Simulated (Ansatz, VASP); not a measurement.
**One calculation of Ni, two programs**

INCAR

```
PREC     = Accurate       # precision mode
ENCUT    = 520            # plane-wave cutoff, eV
EDIFF    = 1E-6           # SCF threshold, eV
ISMEAR   = -1             # smearing method
SIGMA    = 0.1            # smearing width, eV
LREAL    = False          # projectors in reciprocal space
LASPH    = True           # aspherical terms in the spheres
NELM     = 80             # most SCF steps
ALGO     = Normal         # electronic algorithm
ISIF     = 2              # what is computed and relaxed
LWAVE    = False          # write WAVECAR
LCHARG   = True           # write CHGCAR
GGA      = PS             # functional
LELF     = True           # ELF
LVHAR    = True         
NBANDS   = 11             # bands
```

File KPOINTS:

```
regular mesh
0
Gamma
  18 18 18
```

File POSCAR:

```
Ni
1.0
   -1.3756716208      1.3756716208      1.3756716208
    1.3756716208     -1.3756716208      1.3756716208
    1.3756716208      1.3756716208     -1.3756716208
Ni
1
Direct
    0.0000000000      0.0000000000      0.0000000000
```

Input for Ansatz:

```yaml
crystal:
  lattice:
    - [-1.3756716208, 1.3756716208, 1.3756716208]
    - [1.3756716208, -1.3756716208, 1.3756716208]
    - [1.3756716208, 1.3756716208, -1.3756716208]
  atoms:
    - { symbol: Ni, position: [0.0, 0.0, 0.0] }
hamiltonian:
  xc: pbesol
  pseudopotentials:
    kind: paw
    azcp:
      Ni: "pseudopotentials/Ni.paw.azcp"
basis:
  ecutwfc: 420
  fft_grid_basis: typed
kpoints:
  mp_grid: { grid: [18, 18, 18], shift: [0, 0, 0] }
magnetization:
  spin_polarized: false
scf:
  occupations: { method: fermi_dirac, width: 0.1 }
  lower_state_search: "off"
output:
  stress: true
```

Alike in both runs: task single point; functional PBEsol; k mesh 18 × 18 × 18; occupations fermi-dirac, width 0.1 eV; no spin polarisation.

```csv
,VASP,Ansatz
version,VASP 6.6.1,Ansatz 0.2.0
potentials or method,"VASP PAW PBE potentials, release 64 (Ni)","plane waves (420 eV) with PAW, scalar-relativistic"
plane-wave cutoff (eV),520,420
valence electrons in the cell,10,18
```

```tsv
	VASP	Ansatz	Ansatz less VASP
pressure (GPa)	-0.1	-0.1	+0.01
```

The two sets of potentials don't hold the same shells in valence. Ansatz warned: «pseudo_functional_mismatch».

Caveats: the PAW data sets were made with another functional, which shifts forces and pressure a little (VASP); the run has no spin polarisation, though such a crystal can be magnetic. Spin polarisation is off, so any magnetic state and its effect on volume and gap are missing.
